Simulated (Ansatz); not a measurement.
Crystal: MgSi.

```
Si Mg
1.0
     1.50251   -5.42602    0.00000
     1.50251    5.42602    0.00000
     0.00000    0.00000    4.34018
Si Mg
2 2
Direct
  0.57064 0.42936 0.75000
  0.42936 0.57064 0.25000
  0.16838 0.83162 0.25000
  0.83162 0.16838 0.75000
```

The cell comes from a database or a generator and needn't be the stable form of this composition.

| Property | Result |
| --- | --- |
| Program | Ansatz 0.2.0 |
| Task | relaxation of cell and atoms |
| Functional | PBEsol |
| Potentials or basis | Ansatz PAW |
| Cutoff | 420 eV (not typed: the program's choice for these potentials) |
| k mesh | 9 × 9 × 6 |
| Occupations | fermi-dirac, width 0.05 eV |
| Spin | no spin polarisation |

At the start: volume 17.69 Å³/atom.

Problem. How do energy, volume and symmetry change on relaxing?

Solution. It ends after 10 steps and the volume is 17.34 Å³/atom (-2.0 %); space group Cmcm (No. 63, to 0.05 Å).

The path:
| step | energy change (eV) | largest force (eV/Å) | volume (Å³) |
| --- | --- | --- | --- |
| 1 | 0.0000 | 0.1669 | 70.77 |
| 2 | -0.0292 | 0.0772 | 68.83 |
| 3 | -0.0371 | 0.1491 | 68.02 |
| 4 | -0.0489 | 0.0679 | 69.38 |
| 5 | -0.0502 | 0.0252 | 68.81 |
| 6 | -0.0509 | 0.0185 | 69.35 |
| 7 | -0.0510 | 0.0043 | 69.32 |
| 8 | -0.0511 | 0.0061 | 69.31 |
| 9 | -0.0512 | 0.0032 | 69.34 |
| 10 | -0.0512 | 0.0031 | 69.34 |

Final structure:
```
CELL_PARAMETERS angstrom
1.49660 -5.17652 0.00000
1.49660 5.17652 0.00000
0.00000 0.00000 4.47531
ATOMIC_POSITIONS crystal
Si 0.56730 0.43270 0.75000
Si 0.43270 0.56730 0.25000
Mg 0.16389 0.83611 0.25000
Mg 0.83611 0.16389 0.75000
```

Caveat: the plane-wave basis is chosen anew once the cell has moved, so the energies of steps on either side of that aren't comparable; the PAW data sets come from PBE, with cores solved anew for the run's functional, which leaves a small shift of forces and pressure.
